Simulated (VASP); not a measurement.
# BN: G0W0, by functional

BN, P6_3mc (no. 186), 4 atoms in the cell.

| Functional | Quasiparticle gap on the mesh (eV) | Gap of the starting point on the mesh (eV) | Quasiparticle gap at the zone centre (eV) | Starting gap at the zone centre (eV) | Correction of the gap between the band edges on the mesh (eV) | Time (s) |
|---|---|---|---|---|---|---|
| LDA | 6.65 | 4.91 | 10.38 | 8.14 | 1.74 | 6.3 |
| PBE | 6.68 | 5.15 | 10.39 | 8.28 | 1.53 | 7.2 |
| PBEsol | 6.67 | 4.92 | 10.40 | 8.21 | 1.75 | 8.2 |
| r2SCAN | 6.87 | 5.68 | 10.59 | 8.98 | 1.18 | 16 |
| HSE06 | 7.23 | 6.61 | 11.03 | 10.13 | 0.62 | 51 |
| PBE0 | 7.49 | 7.41 | 11.31 | 10.93 | 0.08 | 36 |
| SCAN | 6.85 | 5.68 | 10.57 | 8.93 | 1.17 | 15 |
| HF | 9.43 | 14.95 | 13.43 | 19.34 | -5.51 | 31 |

Limits: the mesh is coarse: neither the gap nor the screening is converged.

## Input of the first row

INCAR.step1:
```
ALGO = Normal
EDIFF = 1E-8
ENCUT = 500
GGA = CA
ISMEAR = 0
KPAR = 2
LASPH = True
LCHARG = False
LREAL = False
LWAVE = True
NELM = 150
PREC = Accurate
SIGMA = 0.05
```

INCAR.step2, as INCAR.step1 but for:
```
- ALGO = Normal
- NELM = 150
+ ALGO = Exact
+ ISTART = 1
+ LOPTICS = True
+ NBANDS = 160
+ NELM = 1
```

INCAR.step3:
```
ALGO = EVGW0
ENCUT = 500
ENCUTGW = 200
GGA = CA
ISMEAR = 0
ISTART = 1
KPAR = 2
LASPH = True
LCHARG = False
LREAL = False
LWAVE = False
NBANDS = 160
NBANDSGW = 12
NELMGW = 1
NOMEGA = 48
PREC = Accurate
PRECFOCK = Fast
SIGMA = 0.05
```

KPOINTS:
```
k-points
0
Gamma
  3 3 2
```

POSCAR:
```
BN
1.0
    2.5539396017      0.0000000000      0.0000000000
   -1.2769698009      2.2117765748      0.0000000000
    0.0000000000      0.0000000000      4.2268550000
N B
2 2
Direct
    0.3333333333      0.6666666667      0.1252760000
    0.6666666667      0.3333333333      0.6252760000
    0.3333333333      0.6666666667      0.4997240000
    0.6666666667      0.3333333333      0.9997240000
```

Commands (each step's output is kept before the next begins):
```
cat potpaw_LDA.64/N_GW/POTCAR potpaw_LDA.64/B_GW/POTCAR > POTCAR
cp INCAR.step1 INCAR
mpirun -np 4 vasp_std > vasp.out
cp INCAR.step2 INCAR
mpirun -np 4 vasp_std > vasp.out
cp INCAR.step3 INCAR
mpirun -np 4 vasp_std > vasp.out
```

Changes of row 7 against the first:
```
(all steps)
- GGA = CA
+ METAGGA = SCAN
+ LMIXTAU = True
- cat potpaw_LDA.64/N_GW/POTCAR potpaw_LDA.64/B_GW/POTCAR > POTCAR
+ cat potpaw_PBE.64/N_GW/POTCAR potpaw_PBE.64/B_GW/POTCAR > POTCAR
```

VASP 6.6.1 took 6.3 s on 4 cores (AMD EPYC 9R45 (Zen 5)), a shared host.
